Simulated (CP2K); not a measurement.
Crystal: CdO (Monteponite).

```xyz
2
Lattice="3.3227 0.0000 0.0000 1.6613 2.8775 0.0000 1.6613 0.9592 2.7130" Properties=species:S:1:pos:R:3 pbc="T T T"
Cd    0.0000    0.0000    0.0000
O     3.3227    1.9184    1.3565
```

Program: CP2K 2026.2. Alike in all runs: task band structure; no spin polarisation; cell as given; k mesh 10 × 10 × 10.

**Question.** Order these runs on this cell by their pressure, lowest first.
A. level PBEsol; potentials or basis POTENTIAL_UZH Cd GTH-PBE-q12, O GTH-PBE-q6; TZVP-MOLOPT-PBE-GTH basis; smearing fermi-dirac 0.01 eV; EPS_DEFAULT 1.0E-9; points a segment of the path (NPOINTS) 8; bands added on the path 2; CUTOFF of the grids 600 Ry
B. level r2SCAN; potentials or basis POTENTIAL_UZH Cd GTH-SCAN-q12, O GTH-SCAN-q6; TZVP-MOLOPT-SCAN-GTH basis; smearing fermi-dirac 0.05 eV; EPS_DEFAULT 1.0E-9; points a segment of the path (NPOINTS) 6; bands added on the path 2; CUTOFF of the grids 850 Ry
C. level LDA; potentials or basis GTH_POTENTIALS Cd GTH-PADE-q12, O GTH-PADE-q6; TZVP-MOLOPT-PBE-GTH basis; smearing fermi-dirac 0.01 eV; EPS_DEFAULT 1.0E-10; points a segment of the path (NPOINTS) 6; bands added on the path 6; CUTOFF of the grids 600 Ry

**Answer.** C (-4.0 GPa), A (1.6 GPa), B (3.1 GPa).

Caveats: the basis of atomic orbitals isn't converged, which shifts pressures, moduli and gaps; the potentials were made for another functional, which shifts forces and pressure (some runs).

Runs at the PBE level aren't shown here.
